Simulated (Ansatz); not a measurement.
## Polar GaN (0001) films against thickness

Aim: dipole, vacuum step and gap of GaN (0001) films by thickness.

Calculated with Ansatz 0.2.0; plane-wave DFT, LDA, Ansatz PAW.

### Step 1. Set-up

The cell holds 2 atoms: 1 N and 1 Ga. Its edges and angles: a = 3.190 Å, b = 3.190 Å, c = 18.638 Å, α = 90.0°, β = 90.0°, γ = 120.0°. It derives from GaN (wurtzite GaN). Vacuum lies along c.

As a file:

```
N Ga
1.0
     3.19000    0.00000    0.00000
    -1.59500    2.76262    0.00000
     0.00000    0.00000   18.63837
N Ga
1 1
Direct
  0.66667 0.33333 0.48287
  0.33333 0.66667 0.51713
```

### Step 2. Relaxing the film, 2 atoms, units 1

The structure is relaxed first, because levels and dipoles at a surface follow the positions of the outer atoms.

File input.yaml:

```yaml
crystal:
  lattice:
    - [3.19, 0.0, 0.0]
    - [-1.595, 2.76262104, 0.0]
    - [0.0, 0.0, 18.63837]
  atoms:
    - { symbol: "N", position: [0.66666667, 0.33333333, 0.4828748437] }
    - { symbol: Ga, position: [0.33333333, 0.66666667, 0.5171251563] }
kpoints:
  mp_grid: { grid: [12, 12, 1] }
hamiltonian:
  xc: lda
scf:
  occupations: { method: fermi_dirac, width: 0.03 }
  convergence: { dr2_threshold: 1.0e-09 }
efield:
  axis: 3
  dipole_correction: true
  ramp_position: 0.97
  ramp_width: 0.06
relax:
  f_tol: 0.01
  max_steps: 100
output:
  write_potential: true
  write_density: true
  volumetric_format: npy
```

Command:

```sh
$ ansatz run input.yaml --threads 4 --pin off --max-ram 12288MiB --backend cpu --events-out ev --progress --plain --runs-dir out
```

Numbers of over 12 decimals in the logs are rounded to 6 here.

The program printed:

```text
Engine: ansatz 0.2.0, aarch64-unknown-linux-gnu
Pseudopotentials: kind: paw
Pseudopotential: N, paw, valence charge 5, recommended cutoff 420 eV (normal), N.paw.azcp
Pseudopotential: Ga, paw, valence charge 13, recommended cutoff 420 eV (normal), Ga.paw.azcp
Functional definition: SPW92
  exchange = slater_x
  correlation = pw_c
Crystal: 2 atoms, lattice volume = 164.256 Å³
Basis set: ecut = 420 eV, 3243 PW (Γ)
Bands: 13, of which v1, the nominal top of the filled ones, is band 9 counted from 1 (8 counted from 0)
Symmetry: 6 space group operations
Space group: P3m1 (ITA 156), of the structure as read, at distance tolerance 5.5e-5 Å
k-points: 19 of 144 (time reversal used)
Non-local potential: N, projectors of the file, l = 0: 2, l = 1: 2, l = 2: 1
Non-local potential: Ga, projectors of the file, l = 0: 2, l = 1: 2, l = 2: 3, l = 3: 1
PAW form: soft (Blöchl's): semilocal exchange-correlation on the pseudo side does not see the compensation charge
PAW frozen core: N, regenerated for the run's functional, and the local potential with it (the file was generated under x = pbe(κ = 0.804, μ = 0.219515), c = pbe(β = 0.066725))
PAW frozen core: Ga, regenerated for the run's functional, and the local potential with it (the file was generated under x = pbe(κ = 0.804, μ = 0.219515), c = pbe(β = 0.066725))
PAW one-centre angular grid: N, 110 points (default); XC on 64 Gauss nodes
PAW one-centre angular grid: Ga, 590 points (default); XC on 64 Gauss nodes
Initial density: superposition of atomic densities (neutral atoms: chi_scale 0, normalization atom), corrected by the library's trained network
Initial wavefunctions: pseudopotential atomic-orbital guess
Functional: x = slater, c = lda
SCF iter   1: F=—  HF=-4080.094452 eV  |F-HF|=—  |Δ(HF+E_count)|=         —  Δρ=3.69e-3  dr2=2.16e-2  ethr=1.77e-3  p=0.155 e·Å  D=1.70e-1 V/Å  ΔV_dip=-3.18 eV  dr2_dipole=2.19e-5  V_vac-E_F(+/−)=3.25/6.43 eV  ⟨swp⟩=6.9  Hψ=1574  notcnv=0
efield: sawtooth ramp at fractional position 0.9700 (set: `efield.ramp_position`, or a place that a band, a saddle search or an elastic batch's reference lends), width 0.0600; the density the first Hamiltonian is built on has a dipole p = 0.155 e·Å; the dipole correction subtracts the counter field D = 1.70e-1 V/Å, which shifts the + side's vacuum level by -3.18 eV against the − side's; the planar-averaged density in the ramp window peaks in size at 1.4e-5 e/Å³
preconditioner: auto → none  [insulator: Δε(μ)=1.298 eV  Ē_g=15.368 eV  σ=0.030 eV  W_gap=1.00  n_scr=10 (ndim 8)  ℏωp=12.3 eV  f_vac=0.771  D(μ)=0.00/eV (n_scr^D=0)  ε∞_Penn≈1.6]
SCF iter   2: F=—  HF=-4080.092029 eV  |F-HF|=—  |Δ(HF+E_count)|=   2.42e-3  Δρ=1.71e-3  dr2=4.58e-3  ethr=1.20e-4  p=0.158 e·Å  D=1.74e-1 V/Å  ΔV_dip=-3.24 eV  dr2_dipole=5.55e-5  V_vac-E_F(+/−)=3.39/6.63 eV  ⟨swp⟩=3.0  Hψ=666  notcnv=0
SCF iter   3: F=—  HF=-4080.093441 eV  |F-HF|=—  |Δ(HF+E_count)|=   1.41e-3  Δρ=1.37e-3  dr2=7.95e-3  ethr=2.55e-5  p=0.162 e·Å  D=1.78e-1 V/Å  ΔV_dip=-3.32 eV  dr2_dipole=1.16e-3  V_vac-E_F(+/−)=3.29/6.62 eV  ⟨swp⟩=3.0  Hψ=446  notcnv=0
SCF iter   4: F=—  HF=-4080.092413 eV  |F-HF|=—  |Δ(HF+E_count)|=   1.03e-3  Δρ=5.52e-4  dr2=4.88e-4  ethr=2.55e-5  p=0.154 e·Å  D=1.69e-1 V/Å  ΔV_dip=-3.16 eV  dr2_dipole=4.52e-6  V_vac-E_F(+/−)=3.42/6.58 eV  ⟨swp⟩=2.1  Hψ=364  notcnv=0
SCF iter   5: F=—  HF=-4080.092781 eV  |F-HF|=—  |Δ(HF+E_count)|=   3.67e-4  Δρ=9.20e-5  dr2=1.52e-5  ethr=2.71e-6  p=0.152 e·Å  D=1.67e-1 V/Å  ΔV_dip=-3.11 eV  dr2_dipole=5.52e-9  V_vac-E_F(+/−)=3.45/6.57 eV  ⟨swp⟩=2.5  Hψ=384  notcnv=0
SCF iter   6: F=—  HF=-4080.092814 eV  |F-HF|=—  |Δ(HF+E_count)|=   3.31e-5  Δρ=1.92e-5  dr2=4.99e-7  ethr=8.42e-8  p=0.151 e·Å  D=1.66e-1 V/Å  ΔV_dip=-3.10 eV  dr2_dipole=2.04e-8  V_vac-E_F(+/−)=3.47/6.56 eV  ⟨swp⟩=2.3  Hψ=442  notcnv=0
SCF iter   7: F=—  HF=-4080.092783 eV  |F-HF|=—  |Δ(HF+E_count)|=   3.02e-5  Δρ=6.38e-6  dr2=3.63e-8  ethr=2.77e-9  p=0.151 e·Å  D=1.66e-1 V/Å  ΔV_dip=-3.09 eV  dr2_dipole=2.50e-9  V_vac-E_F(+/−)=3.47/6.56 eV  ⟨swp⟩=2.3  Hψ=421  notcnv=0
SCF iter   8: F=—  HF=-4080.092783 eV  |F-HF|=—  |Δ(HF+E_count)|=   3.03e-8  Δρ=1.02e-6  dr2=2.90e-9  ethr=2.01e-10  p=0.151 e·Å  D=1.66e-1 V/Å  ΔV_dip=-3.09 eV  dr2_dipole=2.91e-10  V_vac-E_F(+/−)=3.47/6.56 eV  ⟨swp⟩=2.5  Hψ=395  notcnv=0
SCF iter   9: F=-4080.092783 eV  HF=-4080.092783 eV  |F-HF|=9.09e-13  |Δ(HF+E_count)|=  4.91e-10  Δρ=1.52e-7  dr2=4.41e-11  ethr=5.56e-12  p=0.151 e·Å  D=1.66e-1 V/Å  ΔV_dip=-3.09 eV  dr2_dipole=1.23e-12  V_vac-E_F(+/−)=3.47/6.56 eV  ⟨swp⟩=7.9  Hψ=1391  notcnv=0
SCF 1 converged in 9 iterations: F = -4080.092783 eV  dr2 = 4.41e-11
  greatest PAW one-centre occupation: 0.996 electrons in one spin orbital (limit 2), on the Ga atom at site 1 (counted from 0), in its partial waves of l = 2
relax step   1: F+E_penalty+E_count = -4080.09278348 eV  Δ(F+E_penalty+E_count) = +0.000e0 eV  max|allowed force component| = 3.351e0 eV/Å  Δτ_max = 0.0000 Å  (9 SCF iters, accepted)
Initial density: handed on by an earlier stage of this run
Initial wavefunctions: those handed on with the density
iter 1 solved again at ethr=1.37e-3 eV; its pass at ethr=3.10e-3 eV (dr2=2.47e-1 eV) is discarded
SCF iter   1: F=—  HF=-4080.831090 eV  |F-HF|=—  |Δ(HF+E_count)|=         —  Δρ=1.32e-2  dr2=2.50e-1  ethr=1.37e-3  p=0.151 e·Å  D=1.66e-1 V/Å  ΔV_dip=-3.09 eV  dr2_dipole=3.80e-3  V_vac-E_F(+/−)=3.74/6.83 eV  ⟨swp⟩=1.0  Hψ=1568  notcnv=0
efield: sawtooth ramp at fractional position 0.9700 (set: `efield.ramp_position`, or a place that a band, a saddle search or an elastic batch's reference lends), width 0.0600; the density the first Hamiltonian is built on has a dipole p = 0.151 e·Å; the dipole correction subtracts the counter field D = 1.66e-1 V/Å, which shifts the + side's vacuum level by -3.09 eV against the − side's; the planar-averaged density in the ramp window peaks in size at 4.2e-6 e/Å³
preconditioner: auto → none  [insulator: Δε(μ)=2.088 eV  Ē_g=15.895 eV  σ=0.030 eV  W_gap=1.00  n_scr=10 (ndim 8)  ℏωp=12.3 eV  f_vac=0.771  D(μ)=0.00/eV (n_scr^D=0)  ε∞_Penn≈1.6]
SCF iter   2: F=—  HF=-4080.768830 eV  |F-HF|=—  |Δ(HF+E_count)|=   6.23e-2  Δρ=7.15e-3  dr2=8.39e-2  ethr=1.37e-3  p=0.109 e·Å  D=1.20e-1 V/Å  ΔV_dip=-2.24 eV  dr2_dipole=1.97e-3  V_vac-E_F(+/−)=3.51/5.75 eV  ⟨swp⟩=3.4  Hψ=466  notcnv=0
SCF iter   3: F=—  HF=-4080.754701 eV  |F-HF|=—  |Δ(HF+E_count)|=   1.41e-2  Δρ=3.12e-3  dr2=1.95e-2  ethr=4.66e-4  p=0.093 e·Å  D=1.02e-1 V/Å  ΔV_dip=-1.91 eV  dr2_dipole=1.64e-3  V_vac-E_F(+/−)=3.95/5.85 eV  ⟨swp⟩=2.3  Hψ=461  notcnv=0
[...]
preconditioner: auto → none  [insulator: Δε(μ)=2.429 eV  Ē_g=16.302 eV  σ=0.030 eV  W_gap=1.00  n_scr=10 (ndim 8)  ℏωp=12.3 eV  f_vac=0.775  D(μ)=0.00/eV (n_scr^D=0)  ε∞_Penn≈1.6]
SCF iter   2: F=—  HF=-4081.137717 eV  |F-HF|=—  |Δ(HF+E_count)|=   1.05e-1  Δρ=8.72e-3  dr2=2.11e-1  ethr=2.76e-3  p=-0.045 e·Å  D=-4.97e-2 V/Å  ΔV_dip=0.93 eV  dr2_dipole=1.87e-2  V_vac-E_F(+/−)=4.74/3.81 eV  ⟨swp⟩=3.6  Hψ=861  notcnv=0
SCF iter   3: F=—  HF=-4081.080337 eV  |F-HF|=—  |Δ(HF+E_count)|=   5.74e-2  Δρ=3.22e-3  dr2=5.41e-3  ethr=1.17e-3  p=0.012 e·Å  D=1.37e-2 V/Å  ΔV_dip=-0.25 eV  dr2_dipole=2.20e-4  V_vac-E_F(+/−)=4.38/4.64 eV  ⟨swp⟩=3.2  Hψ=756  notcnv=0
SCF iter   4: F=—  HF=-4081.078873 eV  |F-HF|=—  |Δ(HF+E_count)|=   1.46e-3  Δρ=6.48e-4  dr2=1.53e-4  ethr=3.01e-5  p=0.002 e·Å  D=2.09e-3 V/Å  ΔV_dip=-0.04 eV  dr2_dipole=1.06e-6  V_vac-E_F(+/−)=4.48/4.52 eV  ⟨swp⟩=3.1  Hψ=546  notcnv=0
SCF iter   5: F=—  HF=-4081.078937 eV  |F-HF|=—  |Δ(HF+E_count)|=   6.39e-5  Δρ=1.90e-4  dr2=2.45e-5  ethr=8.51e-7  p=0.002 e·Å  D=2.23e-3 V/Å  ΔV_dip=-0.04 eV  dr2_dipole=4.58e-7  V_vac-E_F(+/−)=4.48/4.52 eV  ⟨swp⟩=2.4  Hψ=505  notcnv=0
SCF iter   6: F=—  HF=-4081.078950 eV  |F-HF|=—  |Δ(HF+E_count)|=   1.36e-5  Δρ=5.57e-5  dr2=5.94e-6  ethr=1.36e-7  p=0.002 e·Å  D=1.73e-3 V/Å  ΔV_dip=-0.03 eV  dr2_dipole=1.67e-7  V_vac-E_F(+/−)=4.49/4.52 eV  ⟨swp⟩=2.0  Hψ=418  notcnv=0
SCF iter   7: F=—  HF=-4081.078946 eV  |F-HF|=—  |Δ(HF+E_count)|=   4.18e-6  Δρ=2.56e-5  dr2=1.43e-6  ethr=3.30e-8  p=0.002 e·Å  D=2.01e-3 V/Å  ΔV_dip=-0.04 eV  dr2_dipole=9.81e-8  V_vac-E_F(+/−)=4.48/4.52 eV  ⟨swp⟩=2.8  Hψ=397  notcnv=0
SCF iter   8: F=—  HF=-4081.078917 eV  |F-HF|=—  |Δ(HF+E_count)|=   2.87e-5  Δρ=6.60e-6  dr2=2.95e-8  ethr=7.94e-9  p=0.002 e·Å  D=1.89e-3 V/Å  ΔV_dip=-0.04 eV  dr2_dipole=1.39e-9  V_vac-E_F(+/−)=4.48/4.52 eV  ⟨swp⟩=3.0  Hψ=417  notcnv=0
SCF iter   9: F=-4081.078917 eV  HF=-4081.078917 eV  |F-HF|=4.32e-11  |Δ(HF+E_count)|=   5.56e-9  Δρ=8.29e-7  dr2=6.85e-10  ethr=5.56e-12  p=0.002 e·Å  D=1.86e-3 V/Å  ΔV_dip=-0.03 eV  dr2_dipole=9.09e-11  V_vac-E_F(+/−)=4.48/4.52 eV  ⟨swp⟩=6.9  Hψ=1560  notcnv=0
SCF 3 converged in 9 iterations: F = -4081.078917 eV  dr2 = 6.85e-10
relax step   3: F+E_penalty+E_count = -4081.07891745 eV  Δ(F+E_penalty+E_count) = -3.281e-1 eV  max|allowed force component| = 2.504e-2 eV/Å  Δτ_max = 0.1871 Å  (9 SCF iters, accepted)
SCF iter   1: F=—  HF=-4081.079057 eV  |F-HF|=—  |Δ(HF+E_count)|=         —  Δρ=1.99e-4  dr2=1.05e-4  ethr=6.70e-6  p=0.002 e·Å  D=1.86e-3 V/Å  ΔV_dip=-0.03 eV  dr2_dipole=1.53e-5  V_vac-E_F(+/−)=4.48/4.52 eV  ⟨swp⟩=2.3  Hψ=686  notcnv=0
efield: sawtooth ramp at fractional position 0.9700 (set: `efield.ramp_position`, or a place that a band, a saddle search or an elastic batch's reference lends), width 0.0600; the density the first Hamiltonian is built on has a dipole p = 0.002 e·Å; the dipole correction subtracts the counter field D = 1.86e-3 V/Å, which shifts the + side's vacuum level by -0.03 eV against the − side's; the planar-averaged density in the ramp window peaks in size at 6.7e-6 e/Å³
preconditioner: auto → none  [insulator: Δε(μ)=2.259 eV  Ē_g=16.251 eV  σ=0.030 eV  W_gap=1.00  n_scr=10 (ndim 8)  ℏωp=12.3 eV  f_vac=0.778  D(μ)=0.00/eV (n_scr^D=0)  ε∞_Penn≈1.6]
SCF iter   2: F=—  HF=-4081.079033 eV  |F-HF|=—  |Δ(HF+E_count)|=   2.34e-5  Δρ=1.06e-4  dr2=4.67e-5  ethr=5.84e-7  p=-0.001 e·Å  D=-1.05e-3 V/Å  ΔV_dip=0.02 eV  dr2_dipole=6.71e-6  V_vac-E_F(+/−)=4.51/4.49 eV  ⟨swp⟩=3.2  Hψ=628  notcnv=0
SCF iter   3: F=—  HF=-4081.079019 eV  |F-HF|=—  |Δ(HF+E_count)|=   1.45e-5  Δρ=5.52e-5  dr2=1.68e-6  ethr=2.60e-7  p=0.000 e·Å  D=1.54e-4 V/Å  ΔV_dip=-0.00 eV  dr2_dipole=7.88e-8  V_vac-E_F(+/−)=4.50/4.50 eV  ⟨swp⟩=2.9  Hψ=397  notcnv=0
SCF iter   4: F=—  HF=-4081.078989 eV  |F-HF|=—  |Δ(HF+E_count)|=   3.00e-5  Δρ=1.11e-5  dr2=3.29e-8  ethr=9.36e-9  p=-0.000 e·Å  D=-1.18e-5 V/Å  ΔV_dip=0.00 eV  dr2_dipole=5.39e-10  V_vac-E_F(+/−)=4.50/4.50 eV  ⟨swp⟩=2.8  Hψ=418  notcnv=0
SCF iter   5: F=—  HF=-4081.078989 eV  |F-HF|=—  |Δ(HF+E_count)|=   3.02e-8  Δρ=1.02e-6  dr2=1.56e-9  ethr=1.83e-10  p=-0.000 e·Å  D=-3.11e-5 V/Å  ΔV_dip=0.00 eV  dr2_dipole=1.02e-10  V_vac-E_F(+/−)=4.50/4.50 eV  ⟨swp⟩=2.1  Hψ=405  notcnv=0
SCF iter   6: F=—  HF=-4081.078989 eV  |F-HF|=—  |Δ(HF+E_count)|=  5.15e-10  Δρ=1.02e-6  dr2=1.84e-9  ethr=5.56e-12  p=-0.000 e·Å  D=-3.53e-5 V/Å  ΔV_dip=0.00 eV  dr2_dipole=1.09e-13  V_vac-E_F(+/−)=4.50/4.50 eV  ⟨swp⟩=7.9  Hψ=1378  notcnv=0
SCF iter   7: F=-4081.078989 eV  HF=-4081.078989 eV  |F-HF|=2.91e-11  |Δ(HF+E_count)|=  4.75e-10  Δρ=1.93e-7  dr2=4.07e-11  ethr=5.56e-12  p=-0.000 e·Å  D=-3.58e-5 V/Å  ΔV_dip=0.00 eV  dr2_dipole=2.19e-13  V_vac-E_F(+/−)=4.50/4.50 eV  ⟨swp⟩=5.8  Hψ=1394  notcnv=0
SCF 4 converged in 7 iterations: F = -4081.078989 eV  dr2 = 4.07e-11
relax step   4: F+E_penalty+E_count = -4081.07898893 eV  Δ(F+E_penalty+E_count) = -7.148e-5 eV  max|allowed force component| = 4.894e-4 eV/Å  Δτ_max = 0.0029 Å  (7 SCF iters, accepted)
NSCF: frozen V_eff on 19 k-points
the band table was solved once a step of the walk had ended and its energy, with any forces and stress, was formed, with the checks that follow a solve (1904 applications of the Hamiltonian). They found nothing against the state; the energy, forces and stress were not computed again (output.eigenvalues in the input reference)
WARN: The output density's exchange-correlation potential varies sharply where the density is thin. Do not read a vacuum level from v_tot or v_xc, or from such a field of the output density. On a cell that repeats whose density bears no net charge and no dipole along the vacuum's axis use v_es (v_loc + v_h of the components); under efield.dipole_correction with no amplitude use v_es + v_field, which holds any externa [...]
SCF converged after 7 iterations
Free energy (F): -4081.078989 eV
Harris-Foulkes:  -4081.078989 eV  (|F-HF|=2.91e-11)
Internal energy: -4081.078989 eV  (E = F + TS)
E sigma→0 (E₀):  -4081.078989 eV
Fermi energy:    -2.465971 eV
Dipole field:    D = -0.000035 V/Å  (p = -0.000032 e·Å, saw-weighted, corrected)
Work function:   Φ+ = 4.5011 eV   Φ− = 4.5004 eV
Levels:          The Fermi level and band energies are counted from a zero that moves with the ramp; work functions are not
--- Per-component energies (eV) ---
  E_band       = -240.147427
  E_kinetic    = 244.639376
  E_local      = -10635.282364  (includes V_loc(G=0)·N_el)
  E_nonlocal   = 476.223432
  E_hartree    = 5122.125274
  E_xc         = -126.478896
  E_vxc        = -132.342067  (∫ρ·V_xc dr)
  E_paw        = -2033.172769  (= ΣΔE_a)
  E_vpaw       = -437.636169  (= ΣTr[D̂ρ^β])
  E_aug_tail   = -0.000061  (compensation charges beyond the density's cutoff)
  E_efield     = 0.000000  (sawtooth field / dipole correction)
  E_vefield    = -0.000000  (∫n·V_field dr)
  E_ewald      = 2869.058496
  E_core_change = 1.808524  (= ΣΔE_core)
  E_smearing   = -0.000000  (= −TS)
  E_closure    = -0.000000  (closes the sum)
  Σ components = -4081.078989   (vs F -4081.078989, Δ=0.00e0)
--- Forces (eV/Å), atoms counted from 1 ---
  atom   1  N      0.00000000     0.00000000    -0.00049024
  atom   2  Ga    -0.00000000    -0.00000000     0.00048864
  max |Σ_I F_I| component: 1.60e-6 eV/Å
--- Band table (eV; the first three rows and the last of 19) ---
  k-point 0: bands = [... 5 lower, -16.0793, -6.2875, -3.9110, -3.9110, -1.3489, 1.4153, 1.8051, 2.4660]
  k-point 1: bands = [... 5 lower, -16.0412, -6.1743, -4.5313, -4.0582, -0.9031, 1.4970, 1.9715, 2.6297]
  k-point 2: bands = [... 5 lower, -15.9197, -5.8466, -5.7815, -4.4375, -0.1247, 1.6954, 2.4294, 3.0890]
  k-point 18: bands = [... 5 lower, -14.4229, -9.2902, -8.0103, -3.6079, 1.3902, 3.8090, 5.2120, 5.6952]
--- Relaxed structure (4 steps of the walk, 4 accepted, 0 SCFs on fresh bases) ---
  F+E_penalty+E_count = -4081.07898893 eV   max|allowed force component| = 4.894e-4 eV/Å
  atoms:
    - { symbol: N, position: [0.666667, 0.333333, 0.500003] }
    - { symbol: Ga, position: [0.333333, 0.666667, 0.499997] }
```

Wall time 3.4 s (4 threads of Arm Neoverse V2, shared host); peak memory 0.39 GiB.

The steps of the relaxation:

| step | energy less that of the first step (eV) | largest force component (eV/Å) |
| --- | --- | --- |
| 1 | 0.0000 | 3.3508 |
| 2 | -0.6580 | 1.7936 |
| 3 | -0.9861 | 0.0250 |
| 4 | -0.9862 | 0.0005 |

Forces are held to the 6 operations that the run works with; a distortion that breaks them can't arise in this run.

The atoms that moved most (Å):

| atom | dx | dy | dz | length |
| --- | --- | --- | --- | --- |
| N1 | 0.000 | 0.000 | 0.319 | 0.319 |
| Ga2 | 0.000 | 0.000 | -0.319 | 0.319 |

The relaxed structure:

```xyz
2
Lattice="3.1900 0.0000 0.0000 -1.5950 2.7626 0.0000 0.0000 0.0000 18.6384" Properties=species:S:1:pos:R:3
N     1.5950    0.9209    9.3192
Ga    0.0000    1.8417    9.3191
```

Numbers from this step:

```yaml
gap_on_the_k_mesh: 2.259 eV
dipole_along_the_normal: -3.18e-5 e·Å
ionisation_energy_upper_face: 5.643 eV
electron_affinity_upper_face: 3.384 eV
```

Running mean over 2.595 Å of the planar mean; the ramp of the sawtooth is left out. The electron's electrostatic potential energy less the Fermi level by z:

| z (Å) | electron's electrostatic potential energy less the Fermi level (eV) |
| --- | --- |
| 2.83 | 4.50 |
| 3.13 | 4.50 |
| 3.58 | 4.50 |
| 3.88 | 4.50 |
| 4.17 | 4.50 |
| 4.62 | 4.50 |
| 4.92 | 4.50 |
| 5.22 | 4.50 |
| 5.67 | 4.49 |
| 5.96 | 4.48 |
| 6.41 | 4.44 |
| 6.71 | 4.35 |
| 7.01 | 4.15 |
| 7.46 | 3.16 |
| 7.75 | 1.63 |
| 8.05 | -0.460 |
| 8.50 | -3.26 |
| 8.80 | -4.23 |
| 9.10 | -4.61 |
| 9.54 | -4.61 |
| 9.84 | -4.23 |
| 10.14 | -3.26 |
| 10.59 | -0.459 |
| 10.88 | 1.63 |
| 11.18 | 3.16 |
| 11.63 | 4.15 |
| 11.93 | 4.35 |
| 12.23 | 4.44 |
| 12.67 | 4.48 |
| 12.97 | 4.49 |
| 13.42 | 4.50 |
| 13.72 | 4.50 |
| 14.02 | 4.50 |
| 14.46 | 4.50 |
| 14.76 | 4.50 |
| 15.06 | 4.50 |
| 15.51 | 4.50 |
| 15.81 | 4.50 |

The relaxation took 4 steps and lowered the energy by 0.99 eV; the largest force on the free atoms ends at 4.9e-4 eV/Å.

The gap is 2.26 eV, with the valence edge 5.64 eV and the conduction edge 3.38 eV under the upper vacuum level.

[end of part 1 of 5]

[Logs are printed without paths, hosts, clocks, repeated set-up lines and the standing remarks that a program may print on its own settings, such as how far it seeks lower states.]

[Hosts, paths, dates, database ids (printed as entryN), source tags and the programs' standing remarks are cut or masked in the printed files.]

[Maps of the electrostatic potential energy from Ansatz leave out the sawtooth potential of an applied field or a dipole correction, so their vacuum need not be flat; planar profiles and work functions include it.]
